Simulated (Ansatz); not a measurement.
## MgSi: band structure with PBEsol

The system is MgSi.

```
CELL_PARAMETERS angstrom
2.90839 0.00000 0.00000
0.00000 2.90839 0.00000
0.00000 0.00000 4.10343
ATOMIC_POSITIONS crystal
Si 0.50000 0.50000 0.50000
Mg 0.00000 0.00000 0.00000
```

The cell comes from a database or a generator and needn't be the stable form of this composition.

| Quantity | Value |
| --- | --- |
| Program | Ansatz 0.2.0 |
| Task | band structure |
| Functional | PBEsol |
| Potentials or basis | all-electron LAPW, scalar-relativistic |
| Cutoff | 139 eV (chosen from the basis error) |
| Basis error allowed | 0.001 eV/atom |
| k mesh | 9 × 9 × 7 |
| Occupations | fermi-dirac, width 0.05 eV |
| Spin | no spin polarisation |

* Pressure: -1.5 GPa
* Band gap along the path: none (metal or under the smearing width)

Stress tensor (GPa, compression positive):
```
 0.55  0.00  0.00
 0.00  0.55  0.00
 0.00  0.00 -5.67
```

Levels at the corners of the path, in eV from the Fermi level:
| point | band 7 | band 8 | band 9 | band 10 | band 11 | band 12 | band 13 | band 14 | band 15 |
| --- | --- | --- | --- | --- | --- | --- | --- | --- | --- |
| Γ | -42.64 | -42.64 | -11.12 | -2.70 | -0.87 | 4.48 | 4.48 | 5.55 | 8.44 |
| X | -42.64 | -42.64 | -7.76 | -5.75 | 0.00 | 2.61 | 3.00 | 4.22 | 6.66 |
| M | -42.69 | -42.64 | -4.26 | -2.95 | -2.95 | 0.51 | 2.86 | 5.68 | 5.68 |
| Γ | -42.64 | -42.64 | -11.12 | -2.70 | -0.87 | 4.48 | 4.48 | 5.55 | 8.44 |
| Z | -42.64 | -42.64 | -10.10 | -7.00 | 4.96 | 4.96 | 6.90 | 7.70 | 8.57 |
| R | -42.64 | -42.64 | -6.89 | -4.77 | -3.68 | -1.47 | 7.23 | 9.95 | 10.52 |
| A | -42.69 | -42.64 | -3.26 | -2.17 | -2.17 | -0.51 | 1.32 | 1.32 | 1.43 |
| Z | -42.64 | -42.64 | -10.10 | -7.00 | 4.96 | 4.96 | 6.90 | 7.70 | 8.57 |

Wall time 5 s on 1 thread of Arm Neoverse V1, on a shared host, peak memory 0.24 GiB.
